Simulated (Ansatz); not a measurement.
**BaO: a single-point run**

The task is a single-point run on BaO. The structure is shown as the input types it.

Method: density functional or hybrid calculation with the settings of its input, plane waves (as first typed), in Ansatz 0.2.0.

1 further run of the same task is left out (it didn't finish).

## (1) The system as given

The structure is cubic, space group Fm-3m (No. 225). The conventional cell has a = 5.544 Å, b = 5.544 Å, c = 5.544 Å, α = 90.00°, β = 90.00°, γ = 90.00°. Ba (site symmetry m-3m) has 6 O at 2.77 Å as nearest neighbours. O (site symmetry m-3m) is surrounded by 6 Ba at 2.77 Å.

Coordinates:

```cif
data_structure
_symmetry_space_group_name_H-M 'Fm-3m'
_symmetry_Int_Tables_number 225
_cell_length_a 5.5439
_cell_length_b 5.5439
_cell_length_c 5.5439
_cell_angle_alpha 90.000
_cell_angle_beta 90.000
_cell_angle_gamma 90.000
_cell_volume 170.39
loop_
_atom_site_label
_atom_site_type_symbol
_atom_site_symmetry_multiplicity
_atom_site_Wyckoff_symbol
_atom_site_fract_x
_atom_site_fract_y
_atom_site_fract_z
_atom_site_occupancy
Ba1 Ba 4 a 0.00000 0.00000 0.00000 1
O1 O 4 b 0.50000 0.00000 0.00000 1
```

## (2) The calculation

input.yaml reads:

```yaml
crystal:
  lattice:
    - [0.0, 2.771942684, 2.771942684]
    - [2.771942684, 0.0, 2.771942684]
    - [2.771942684, 2.771942684, 0.0]
  atoms:
    - { symbol: Ba, position: [0.0, 0.0, 0.0] }
    - { symbol: O, position: [0.5, 0.5, 0.5] }
kpoints:
  mp_grid: { grid: [6, 6, 6] }
hamiltonian:
  xc: pbesol
scf:
  occupations: { method: fixed }
  n_extra_bands: 4
  max_iter: 75
output:
  forces: true
  stress: true
  eigenvalues: true
basis:
  ecutwfc: 40
```

Command:

```console
$ ansatz run input.yaml --threads 4 --pin off --max-ram 3686MiB --backend cpu --events-out ev --progress --plain --runs-dir out
```

Q: Will this input give a usable result? If not, why, and what should change?

This run ends as converged, with warnings (cutoff below recommended, metallic iterate). It gives a pressure of -383 GPa, which is large.

The suspect setting: basis.ecutwfc is 40. The cutoff lies far under what these potentials need. The potentials' recommended cutoff is 420 eV.

Run again and compare: delete basis.ecutwfc (the default then holds).
